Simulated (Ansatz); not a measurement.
ZrN:

```xyz
2
Lattice="0.0000 2.3000 2.3000 2.3000 0.0000 2.3000 2.3000 2.3000 0.0000" Properties=species:S:1:pos:R:3 pbc="T T T"
Zr    2.3000    2.3000    2.3000
N     0.0000    0.0000    0.0000
```

```yaml
Program: Ansatz 0.2.0
Task: relaxation of cell and atoms
Functional: PBE
Dispersion: D3(BJ)
Potentials_or_basis: Ansatz PAW
Cutoff: "420 eV (not typed: the program's choice for these potentials)"
k_mesh: 10 × 10 × 10
Occupations: fermi-dirac, width 0.05 eV
Spin: no spin polarisation
```

At the start: volume 12.17 Å³/atom.

**Question.** Where does the relaxation end?

**Answer.** It ends after 7 steps and the volume is 11.85 Å³/atom (-2.6 %); space group Fm-3m (No. 225, to 0.05 Å).

Step by step:
```tsv
step	energy change (eV)	largest force (eV/Å)	volume (Å³)
1	0.0000	0.0000	24.33
2	-0.0097	0.0000	23.28
3	-0.0149	0.0000	23.72
4	-0.0150	0.0000	23.70
5	-0.0137	0.0000	23.70
6	-0.0137	0.0000	23.69
7	-0.0137	0.0000	23.69
```

Final structure:
```cif
data_structure
_symmetry_space_group_name_H-M 'P 1'
_symmetry_Int_Tables_number 1
_cell_length_a 3.2238
_cell_length_b 3.2238
_cell_length_c 3.2238
_cell_angle_alpha 60.000
_cell_angle_beta 60.000
_cell_angle_gamma 60.000
_cell_volume 23.69
loop_
_atom_site_label
_atom_site_type_symbol
_atom_site_fract_x
_atom_site_fract_y
_atom_site_fract_z
_atom_site_occupancy
Zr1 Zr 0.50000 0.50000 0.50000 1
N1 N 0.00000 0.00000 0.00000 1
```

Caveat: the plane-wave basis is chosen anew once the cell has moved, so the energies of steps on either side of that aren't comparable; the pressure holds a Pulay correction of +0.4 GPa for the finite cutoff; pairwise dispersion overbinds metals, which lowers pressure and volume.
